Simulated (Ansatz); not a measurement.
What does this script print? It uses Ansatz 0.2.0, Python API.

`batio3.py`
```python
# -*- coding: utf-8 -*-
from pathlib import Path
import warnings

import ansatz as az
import numpy as np

warnings.simplefilter('ignore', az.DeckWarning)

xtal = (
    az.Lattice.of((4.006, 0.0, 0.0), (0.0, 4.006, 0.0), (0.0, 0.0, 4.006))
    .atom('Ba', (0.5, 0.5, 0.5))
    .atom('Ti', (0.0, 0.0, 0.0))
    .atom('O', (0.5, 0.0, 0.0))
    .atom('O', (0.0, 0.5, 0.0))
    .atom('O', (0.0, 0.0, 0.5))
)

calculation = (
    xtal.calculation()
    .functional('PBEsol')
    .occupations(az.OccupationsMethod.FIXED)
    .kpoints(4, 4, 4)
    .phonons('dfpt', dielectric=True, lo_to_directions=[(1, 0, 0)])
)
done = calculation.run(runs_dir='runs')
ph = done.phonons

print('Gamma modes (1/cm):', ' '.join(f'{w:.1f}' for w in ph.gamma_omega_inv_cm))
print('in meV:', ' '.join(f'{w * 0.1239842:.2f}' for w in ph.gamma_omega_inv_cm))
field = done.phonons_dielectric
print('eps_inf diagonal:', np.round(np.diag(field.eps_inf), 3))
for site, z in zip(done.lattice.sites, field.zstar_e):
    print(f'Born charge {site.symbol:2s}', np.round(np.diag(z), 3) + 0.0)
rows = (Path(done.output_folder) / 'results' / 'optical_modes.tsv').read_text().splitlines()
for line in rows:
    if not line.startswith('#'):
        print('  '.join(f'{float(v):.3f}' for v in line.split()[:8]))
```

Running `python batio3.py` prints:
```text
RunWarning: field response: ε∞ stands inside a basis, on 8×8×8 points; the force constants stand on the 4×4×4 k-mesh, whose period is 11.05 times the interband length at k = (0.0000, 0.0000, 0.0000), direct gap 1.850 eV, under 14: take them and everything [...]
Gamma modes (1/cm): -272.6 -272.6 -272.6 0.0 0.0 0.0 161.2 161.2 161.2 263.4 263.4 263.4 448.9 448.9 448.9
in meV: -33.79 -33.79 -33.79 0.00 0.00 0.00 19.99 19.99 19.99 32.65 32.65 32.65 55.65 55.65 55.65
eps_inf diagonal: [6.77 6.77 6.77]
Born charge Ba [2.759 2.759 2.759]
Born charge Ti [7.363 7.363 7.363]
Born charge O  [-5.836 -2.143 -2.143]
Born charge O  [-2.143 -5.836 -2.143]
Born charge O  [-2.143 -2.143 -5.836]
0.000  0.000  0.000  -272.553  3.000  258.439  3.734  -0.000
0.000  0.000  0.000  161.232  3.000  6.833  0.099  0.000
0.000  0.000  0.000  263.357  3.000  0.000  0.000  0.000
0.000  0.000  0.000  448.869  3.000  4.022  0.058  -0.000
1.000  0.000  0.000  -272.553  2.000  172.293  0.000  0.000
1.000  0.000  0.000  150.441  1.000  0.198  0.009  -0.000
1.000  0.000  0.000  161.232  2.000  4.556  0.000  0.000
1.000  0.000  0.000  263.357  3.000  0.000  0.000  0.000
1.000  0.000  0.000  437.571  1.000  2.838  0.123  -0.000
1.000  0.000  0.000  448.869  2.000  2.681  0.000  0.000
1.000  0.000  0.000  615.631  1.000  86.729  3.759  -0.000
```
(Warnings from the package without file and line, shortened.)

Caveats:
- Absolute energies stand on the zero of these potentials, so only differences at equal settings mean something. A total without «per atom» is that of the cell as typed.
- No spin polarisation was allowed.
- The cell isn't relaxed first, so the values belong to this volume.
- A negative frequency stands for an imaginary mode.
- This is a high-temperature or high-pressure form, not the ambient phase.
- The mesh doesn't settle the field response to the digits printed.
- The structure is a deposited one; some such entries were measured under pressure or heat, so a shift against it needn't be the functional's error alone.
- The structure is taken as given; imaginary modes can come from an unrelaxed or unstable start.
- The script silences the warnings on its input, which a real study should read.
- Timing: 66 s on 1 thread of Arm Neoverse V2, with other jobs on the host, peak memory 0.63 GiB.
